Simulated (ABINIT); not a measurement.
# Ti (Im-3m) in ABINIT: optical spectrum with PBEsol

Aim: the optical spectrum of Ti with PBEsol.

All numbers are computed with ABINIT 10.8.3 (patched build); they aren't measurements. Logs are shortened: lines on timing, memory, paths and dates and some standing lists are left out, and cuts for length are marked. The log counts tension as positive stress, the text compression.

## Step 1: The crystal as given

It takes space group Im-3m (No. 229, cubic). Conventional cell: a = 3.282 Å, b = 3.282 Å, c = 3.282 Å, α = 90.00°, β = 90.00°, γ = 90.00°. Ti (site symmetry m-3m) is surrounded by 8 Ti at 2.84 Å.

This isn't the form of Ti at room conditions, which is hcp.

## Step 2: Optical spectrum, PBEsol

The input, run.abi:

```
ndtset 3

pp_dirpath "./"
pseudos "Ti.upf"

acell 5.3711598245 5.3711598245 5.3711598245
rprim
    -0.5773502692     0.5773502692     0.5773502692
     0.5773502692    -0.5773502692     0.5773502692
     0.5773502692     0.5773502692    -0.5773502692
ntypat 1
znucl 22
natom 1
typat 1
xred
            0.0            0.0            0.0

ecut 1034.032677 eV

ngkpt 14 14 14
nshiftk 2
shiftk
     0.2500000000     0.2500000000     0.2500000000
    -0.2500000000    -0.2500000000    -0.2500000000
istwfk *1

ixc -116133

occopt 4
tsmear 0.136 eV

nstep 80

iomode 3
prteig 0
prtebands 0

nband1 10
tolvrs1 1.0e-12
prtden1 1
prtwf1 0
kptopt1 1

iscf2 -3
getden2 1
nband2 22
nbdbuf2 4
tolwfr2 1.0e-12
nstep2 120
prtden2 0
kptopt2 1

optdriver3 8
wfk_task3 "wfk_optics_fullbz"
getwfk3 2
nband3 18
kptopt3 1
prtevk3 1
inclvkb3 2
```

The input, optic.abi:

```
&FILES
 ddkfile_1 = 'runo_DS3_1_EVK.nc',
 ddkfile_2 = 'runo_DS3_2_EVK.nc',
 ddkfile_3 = 'runo_DS3_3_EVK.nc',
 wfkfile = 'runo_DS3_WFK.nc'
/
&PARAMETERS
 broadening = 0.005512,
 domega = 0.002,
 maxomega = 0.8,
 scissor = 0.000000,
 tolerance = 0.002
/
&COMPUTATIONS
 num_lin_comp = 1,
 lin_comp = 11,
 num_nonlin_comp = 0
/
```

Potentials or basis: PseudoDojo NC SR PBEsol v0.4.1 standard.

Command:

```
$ abinit run.abi > log 2>&1
$ optic optic.abi > optic.log 2>&1
```

run.abo:

```text
.Version 10.8.3 of ABINIT
 DATASET    1 : space group Im -3 m (#229); Bravais cI (body-center cubic)
================================================================================
 Values of the parameters that define the memory need for DATASET  1.
     intxc =       0    ionmov =       0      iscf =       7    lmnmax =       6
     lnmax =       6     mgfft =      30  mpssoang =       3    mqgrid =    3001
     natom =       1  nloc_mem =       1    nspden =       1   nspinor =       1
    nsppol =       1      nsym =      48    n1xccc =    2501    ntypat =       1
    occopt =       4   xclevel =       2
       mpw =        1355          nfft =       27000          nkpt =         168
================================================================================
================================================================================
[... 13 lines left out ...]
 DATASET    3 : space group Im -3 m (#229); Bravais cI (body-center cubic)
================================================================================
 Values of the parameters that define the memory need for DATASET  3.
     intxc =       0    ionmov =       0      iscf =       7    lmnmax =       6
     lnmax =       6     mgfft =      30  mpssoang =       3    mqgrid =    3001
     natom =       1  nloc_mem =       1    nspden =       1   nspinor =       1
    nsppol =       1      nsym =      48    n1xccc =    2501    ntypat =       1
    occopt =       4   xclevel =       2
       mpw =        1355          nfft =       27000          nkpt =         168
================================================================================
================================================================================

--------------------------------------------------------------------------------
------------- Echo of variables that govern the present computation ------------
--------------------------------------------------------------------------------
 -outvars: echo values of preprocessed input variables --------
            acell      5.3711598245E+00  5.3711598245E+00  5.3711598245E+00 Bohr
              amu      4.78800000E+01
             ecut      3.80000000E+01 Hartree
           getden1          0
           getden2          1
           getden3          0
           getwfk1          0
           getwfk2          0
           getwfk3          2
             iscf1          7
             iscf2         -3
             iscf3          7
              ixc     -116133
           jdtset        1    2    3
                       outvar_i_n : Printing only first  50 k-points.
         kptrlatt       14    0   14      0   14   14    -14  -14    0
          kptrlen      8.68291360E+01
            natom           1
            nband1         10
            nband2         22
            nband3         18
           nbdbuf1          0
           nbdbuf2          4
           nbdbuf3          0
           ndtset           3
            ngfft          30      30      30
             nkpt         168
            nstep1         80
            nstep2        120
            nstep3         80
             nsym          48
           ntypat           1
                       prtocc : prtvol=0, do not print more k-points.
                       prtocc : prtvol=0, do not print more k-points.
                       prtocc : prtvol=0, do not print more k-points.
           occopt           4
        optdriver1          0
        optdriver2          0
        optdriver3          8
           prtden1          1
           prtden2          0
           prtden3          1
        prtebands           0
           prteig           0
           prtevk1          0
           prtevk2          0
           prtevk3          1
            prtwf1          0
            prtwf2          1
            prtwf3          1
            rprim     -5.7735026920E-01  5.7735026920E-01  5.7735026920E-01
                       5.7735026920E-01 -5.7735026920E-01  5.7735026920E-01
                       5.7735026920E-01  5.7735026920E-01 -5.7735026920E-01
           shiftk      5.00000000E-01  5.00000000E-01 -5.00000000E-01
          spgroup         229
           tolvrs1     1.00000000E-12
           tolvrs2     0.00000000E+00
           tolvrs3     0.00000000E+00
           tolwfr1     0.00000000E+00
           tolwfr2     1.00000000E-12
           tolwfr3     0.00000000E+00
[... 170 lines left out ...]
...

 mkfilename : getden/=0, take file _DEN from output of DATASET   1.

 Real(R)+Recip(G) space primitive vectors, cartesian coordinates (Bohr,Bohr^-1):
 R(1)= -3.1010406  3.1010406  3.1010406  G(1)=  0.0000000  0.1612362  0.1612362
 R(2)=  3.1010406 -3.1010406  3.1010406  G(2)=  0.1612362  0.0000000  0.1612362
 R(3)=  3.1010406  3.1010406 -3.1010406  G(3)=  0.1612362  0.1612362  0.0000000
 Unit cell volume ucvol=  1.1928404E+02 bohr^3
 Angles (23,13,12)=  1.09471221E+02  1.09471221E+02  1.09471221E+02 degrees

 getcut: wavevector=  0.0000  0.0000  0.0000  ngfft=  30  30  30
         ecut(hartree)=     38.000   => boxcut(ratio)=   2.01278
--------------------------------------------------------------------------------

================================================================================

--- !BeginCycle
iteration_state: {dtset: 2, }
solver: {iscf: -3, nstep: 120, nline: 4, wfoptalg: 0, }
tolerances: {tolwfr: 1.00E-12, }
...

     iter   Etot(hartree)      deltaE(h)  residm     vres2
 Non-SCF case, kpt    1 ( -0.01786 -0.01786  0.05357), residuals and eigenvalues=
  6.42E-13  1.68E-13  2.25E-13  2.32E-13  7.60E-13  2.76E-13  1.49E-13  2.47E-13
  4.08E-13  4.92E-13  6.57E-14  4.85E-13  1.96E-13  2.34E-13  6.94E-13  8.84E-13
  5.27E-13  8.50E-13  9.30E-13  6.37E-13  7.08E-13  3.68E-11
 -1.7243E+00 -8.4245E-01 -8.4199E-01 -8.4199E-01  1.3034E-01  3.7992E-01
  3.7992E-01  3.8277E-01  4.4413E-01  4.4413E-01  9.7997E-01  9.7997E-01
  9.8399E-01  1.1905E+00  1.1905E+00  1.2647E+00  1.2987E+00  1.2987E+00
  1.3485E+00  1.3485E+00  1.3598E+00  1.7477E+00
 prteigrs : prtvol=0 or 1, do not print more k-points.

--- !ResultsGS
iteration_state: {dtset: 2, }
comment   : Summary of ground state results
lattice_vectors:
- [ -3.1010406,   3.1010406,   3.1010406, ]
- [  3.1010406,  -3.1010406,   3.1010406, ]
- [  3.1010406,   3.1010406,  -3.1010406, ]
lattice_lengths: [   5.37116,    5.37116,    5.37116, ]
lattice_angles: [109.471, 109.471, 109.471, ] # degrees, (23, 13, 12)
lattice_volume:   1.1928404E+02
convergence: {deltae:  0.000E+00, res2:  0.000E+00, residm:  9.997E-13, diffor:  0.000E+00, }
etotal    :  -5.92960144E+01
entropy   :   0.00000000E+00
fermie    :   3.44889570E-01
cartesian_stress_tensor: null
pressure_GPa: null
xred      :
- [  0.0000E+00,   0.0000E+00,   0.0000E+00, Ti]
cartesian_forces: null
force_length_stats: {min: null, max: null, mean: null, }
...

 Integrated electronic density in atomic spheres:
 ------------------------------------------------
 Atom  Sphere_radius  Integrated_density
    1        2.00000          9.51785151
================================================================================

 ----iterations are completed or convergence reached----

 Mean square residual over all n,k,spin=   41.180E-14; max=  99.967E-14
 reduced coordinates (array xred) for    1 atoms
       0.000000000000      0.000000000000      0.000000000000

 cartesian coordinates (angstrom) at end:
    1      0.00000000000000     0.00000000000000     0.00000000000000
 length scales=  5.371159824500  5.371159824500  5.371159824500 bohr
              =  2.842295373315  2.842295373315  2.842295373315 angstroms
 Eigenvalues (hartree) for nkpt= 168  k points:
 kpt#   1, nband= 22, wtk=  0.00146, kpt= -0.0179 -0.0179  0.0536 (reduced coord)
  -1.72432   -0.84245   -0.84199   -0.84199    0.13034    0.37992    0.37992    0.38277
   0.44413    0.44413    0.97997    0.97997    0.98399    1.19054    1.19054    1.26469
   1.29874    1.29874    1.34850    1.34850    1.35979    1.74769
      occupation numbers for kpt#   1
   2.00000    2.00000    2.00000    2.00000    2.00000    0.00000    0.00000    0.00000
   0.00000    0.00000    0.00000    0.00000    0.00000    0.00000    0.00000    0.00000
   0.00000    0.00000    0.00000    0.00000    0.00000    0.00000
 prteigrs : prtvol=0 or 1, do not print more k-points.

--- !EnergyTerms
iteration_state     : {dtset: 2, }
comment             : Components of total free energy in Hartree
kinetic             :  2.34654006235942E+01
hartree             :  1.22010720298055E+01
xc                  : -8.62889230081184E+00
Ewald energy        : -4.22478846051843E+01
psp_core            :  1.48578488388766E+00
local_psp           : -4.60136361173967E+01
non_local_psp       :  4.42116854389573E-01
internal            : -5.92960386317160E+01
'-kT*entropy'       :  2.43658945200512E-05
total_energy        : -5.92960142658215E+01
...

--- !EnergyTermsDC
iteration_state     : {dtset: 2, }
comment             : '"Double-counting" decomposition of free energy'
band_energy         : -7.37771313954458E+00
Ewald energy        : -4.22478846051843E+01
psp_core            :  1.48578488388766E+00
xc_dc               : -1.11562259048718E+01
internal            : -5.92960387657130E+01
'-kT*entropy'       :  2.43658945200512E-05
total_energy_dc     : -5.92960143998185E+01
...

================================================================================
== DATASET  3 ==================================================================

--- !DatasetInfo
iteration_state: {dtset: 3, }
dimensions: {natom: 1, nkpt: 168, mband: 18, nsppol: 1, nspinor: 1, nspden: 1, mpw: 1355, }
cutoff_energies: {ecut:  38.0, pawecutdg:  -1.0, }
electrons: {nelect:   1.20000000E+01, charge:   0.00000000E+00, occopt:   4.00000000E+00, tsmear:   4.99790782E-03, }
meta: {optdriver: 8, wfk_task: 7, }
...

 mkfilename : getwfk/=0, take file _WFK from output of DATASET   2.

--------------------------------------------------------------------------------

 Computation of velocity matrix elements (DDK)

 Parameters extracted from the Abinit header:
    ecut:     38.0
    nkpt:    5488
    mband:   22
    nsppol:  1
    nspinor: 1
    useylm:  0
    inclvkb: 2
    bmin: 1, bmax: 22
    Computing diagonal and off-diagonal matrix elements
    Between band index bmin: 1, bmax: 22

== END DATASET(S) ==============================================================
================================================================================

 -outvars: echo values of variables after computation  --------
            acell      5.3711598245E+00  5.3711598245E+00  5.3711598245E+00 Bohr
           etotal1    -5.9296014400E+01
           etotal2    -5.9296014400E+01
           etotal3     0.0000000000E+00
            fcart1    -0.0000000000E+00 -0.0000000000E+00 -0.0000000000E+00
            fcart3     0.0000000000E+00  0.0000000000E+00  0.0000000000E+00
            rprim     -5.7735026920E-01  5.7735026920E-01  5.7735026920E-01
                       5.7735026920E-01 -5.7735026920E-01  5.7735026920E-01
                       5.7735026920E-01  5.7735026920E-01 -5.7735026920E-01
           strten1     2.3566560427E-04  2.3566560427E-04  2.3566560427E-04
                       0.0000000000E+00  0.0000000000E+00  0.0000000000E+00
           strten3     0.0000000000E+00  0.0000000000E+00  0.0000000000E+00
                       0.0000000000E+00  0.0000000000E+00  0.0000000000E+00
 Calculation completed.
```

It took 5.8 min on 1 thread of Intel Xeon Platinum 8259CL at 2.50GHz (Skylake/Cascade Lake), shared host; peak memory 2.9 GiB.

What came out:

| Property | Result |
| --- | --- |
| Free energy | -1613.5268 eV |
| Pressure | -6.9 GPa |

Dielectric function (mean over the directions given):
```
energy (eV)  real part  imaginary part
       0.33      33.76           92.50
       1.31       7.86            9.54
       2.29      12.27           15.32
       3.37      -1.31           21.65
       4.35      -6.07            6.75
       5.44      -1.77            3.37
       6.42      -1.42            5.18
       7.51      -1.66            2.03
       8.49       0.86            1.63
       9.58       0.12            2.80
      10.56      -0.71            2.36
      11.65      -0.46            1.48
      12.63      -0.26            1.24
      13.71      -0.47            1.35
      14.69      -0.45            0.56
      15.78       0.10            0.47
      16.76       0.22            0.34
      17.85       0.32            0.28
      18.83       0.46            0.22
      19.92       0.63            0.26
```

Caveat: the intraband (Drude) term is left out; spectra need much finer meshes, so this one isn't converged; independent-particle spectra lack excitons.
